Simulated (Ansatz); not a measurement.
# LiBr: the cost of one run

Program: Ansatz 0.2.0. Level of theory: DFT PBEsol, scalar-relativistic, plane waves, PAW. These are calculated values, not measurements.

The COD entry's cell or inner coordinates are ideal or old and differ from later refinements, so a difference from it is no clean test against experiment.

3 further runs of the same task are left out: 3 set aside as unsound or not needed.

### Step 1. The system as given

The structure is cubic, space group Fm-3m (No. 225). The conventional cell has a = 5.489 Å, b = 5.489 Å, c = 5.489 Å, α = 90.00°, β = 90.00°, γ = 90.00°. Li (site symmetry m-3m) has 6 Br at 2.74 Å as nearest neighbours. Br (site symmetry m-3m) is surrounded by 6 Li at 2.74 Å.

As a file:

```cif
data_structure
_symmetry_space_group_name_H-M 'Fm-3m'
_symmetry_Int_Tables_number 225
_cell_length_a 5.4890
_cell_length_b 5.4890
_cell_length_c 5.4890
_cell_angle_alpha 90.000
_cell_angle_beta 90.000
_cell_angle_gamma 90.000
_cell_volume 165.38
loop_
_atom_site_label
_atom_site_type_symbol
_atom_site_symmetry_multiplicity
_atom_site_Wyckoff_symbol
_atom_site_fract_x
_atom_site_fract_y
_atom_site_fract_z
_atom_site_occupancy
Li1 Li 4 a 0.00000 0.00000 0.00000 1
Br1 Br 4 b 0.50000 0.00000 0.00000 1
```

The cell is the deposited one, not relaxed. At PBEsol, an earlier run found -1.13 GPa for this cell of 20.672 Å³/atom (10×10×10 mesh), mesh gap 4.79 eV.

### Step 2. Bands on a fine mesh

Input file input.yaml:

```yaml
crystal:
  lattice:
    - [0.0, 2.7445003033, 2.7445003033]
    - [2.7445003033, 0.0, 2.7445003033]
    - [2.7445003033, 2.7445003033, 0.0]
  atoms:
    - { symbol: Li, position: [0.0, 0.0, 0.0] }
    - { symbol: Br, position: [0.5, 0.5, 0.5] }
basis:
  ecutwfc: 420
  ecutrho_ratio: 4
kpoints:
  mp_grid: { grid: [10, 10, 10] }
hamiltonian:
  xc: pbesol
scf:
  occupations: { method: gaussian, width: 0.05 }
output:
  forces: true
  stress: true
  eigenvalues: true
  eigenstates:
    nscf_kmesh: { grid: [20, 20, 20] }
    de_dk: true
    e_range: [-2.5, 7.290294347126]
  write_density: true
  write_potential: true
  elf: true
  volumetric_format: npy
```

Started as:

```
$ ansatz run input.yaml --threads 4 --pin off --max-ram 9216MiB --backend cpu --events-out ev --progress --plain --runs-dir out
```

What time and memory should one allow on 4 threads of Arm Neoverse V2, shared host?

About 1.3 s, with a peak of 0.34 GiB.
